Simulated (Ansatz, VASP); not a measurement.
# Sb in VASP and in Ansatz

```xyz
4
Lattice="4.5277 0.0000 0.0000 0.0000 4.4211 0.0000 -1.3205 0.0000 6.3643" Properties=species:S:1:pos:R:3 pbc="T T T"
Sb    0.6363    1.1053    4.3511
Sb    3.2336    3.3158    4.8545
Sb   -0.0264    1.1053    1.5099
Sb    2.5709    3.3158    2.0132
```

This isn't the form of Sb at room conditions, which is rhombohedral.

Alike in both runs: functional LDA; k mesh 6 × 6 × 4; occupations fermi-dirac, width 0.05 eV; no spin polarisation.

|  | VASP | Ansatz |
| --- | --- | --- |
| version | VASP 6.6.1 | Ansatz 0.2.0 |
| potentials or method | VASP PAW LDA potentials, release 64 (Sb) | Ansatz PAW |
| plane-wave cutoff (eV) | 520 | 420 |
| valence electrons in the cell | 20 | 60 |
| task | single point | band structure |

```csv
,VASP,Ansatz,Ansatz less VASP
gap on the k mesh at the Fermi level (eV),none,none,-
pressure (GPa),-3.2,-3.4,-0.19
largest component of the traceless stress (GPa),0.57,0.57,-0.005
rms of the force components (eV/Å),0.093,0.121,+0.0284
```

Atom by atom the forces differ by 0.032 eV/Å (rms over components). A gap of «none» marks a metal or a gap that the smearing closes. The two sets of potentials don't hold the same shells in valence.

Caveats: spin-orbit coupling is left out, which moves the levels of the heavy elements (Ansatz); the PAW data sets come from PBE, with cores solved anew for the run's functional, which leaves a small shift of forces and pressure (Ansatz). The runs have no spin-orbit coupling, so splittings on Sb are missing.
